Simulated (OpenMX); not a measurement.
Set up this calculation in OpenMX 3.8.5, as the native input.

* Task: single point
* Functional: PBE
* Potentials or basis: OpenMX 2013 PBE set, Ba10.0-s3p2d2, Te7.0-s3p2d2f1, grid cutoff 500 Ry
* k mesh: 7 × 7 × 7
* Occupations: fermi-dirac, width 0.05 eV
* Spin: no spin polarisation
* Mixing scheme: rmm-diisk
* SCF threshold: 1e-08 Ha
* Solver: band
* Max SCF cycles: 100

Crystal: BaTe.

```
Ba Te
1.0
     0.00000    3.41000    3.41000
     3.41000    0.00000    3.41000
     3.41000    3.41000    0.00000
Ba Te
1 1
Direct
  0.99596 0.00704 0.99271
  0.50453 0.50002 0.50713
```

The cell isn't the ideal one: atoms moved at random, drawn with an rms of 0.05 Å.

The input as run:

BaTe.dat

```
System.CurrrentDirectory             ./
System.Name                          BaTe
DATA.PATH                            ./DFT_DATA13
level.of.stdout                      1
level.of.fileout                     0
Species.Number                       2
<Definition.of.Atomic.Species
  Ba  Ba10.0-s3p2d2          Ba_PBE13
  Te  Te7.0-s3p2d2f1         Te_PBE13
Definition.of.Atomic.Species>

Atoms.Number                         2
Atoms.SpeciesAndCoordinates.Unit     FRAC
<Atoms.SpeciesAndCoordinates
    1  Ba   -0.0040420000    0.0070370000   -0.0072940000   5.000  5.000
    2  Te    0.5045320000    0.5000230000    0.5071330000   8.000  8.000
Atoms.SpeciesAndCoordinates>

Atoms.UnitVectors.Unit               Ang
<Atoms.UnitVectors
     0.0000000000    3.4100000000    3.4100000000
     3.4100000000    0.0000000000    3.4100000000
     3.4100000000    3.4100000000    0.0000000000
Atoms.UnitVectors>

scf.XcType                           GGA-PBE
scf.SpinPolarization                 off
scf.ElectronicTemperature            580.226
scf.energycutoff                     500.0
scf.maxIter                          100
scf.EigenvalueSolver                 band
scf.Kgrid                            7 7 7
scf.Mixing.Type                      rmm-diisk
scf.Init.Mixing.Weight               0.05
scf.Min.Mixing.Weight                0.001
scf.Max.Mixing.Weight                0.3
scf.Mixing.History                   25
scf.Mixing.StartPulay                8
scf.criterion                        1.0e-8
scf.stress.tensor                    on
MD.Type                              nomd
```

Potentials or basis: OpenMX 2013 PBE set, Ba10.0-s3p2d2, Te7.0-s3p2d2f1, grid cutoff 500 Ry.

Command:

```console
$ openmx BaTe.dat -nt 1 > BaTe.std
```

It gave:

| Quantity | Value |
| --- | --- |
| Pressure | 4.8 GPa |
| Largest force | 0.285 eV/Å |
| Band gap on the k mesh | 1.36 eV, indirect (least direct gap 1.75 eV) |
| Mulliken charges | Ba +0.78; Te -0.78 e |

Caveat: Mulliken charges move with the basis; spin-orbit coupling is left out, which moves the levels of the heavy elements; an odd mesh through Γ misses points on the zone boundary, where band edges often lie; the basis of atomic orbitals isn't converged, which shifts pressures, moduli and gaps.

Wall time 2.3 min on 1 thread of Arm Neoverse V2, with other jobs on the host, peak memory 2 GiB.
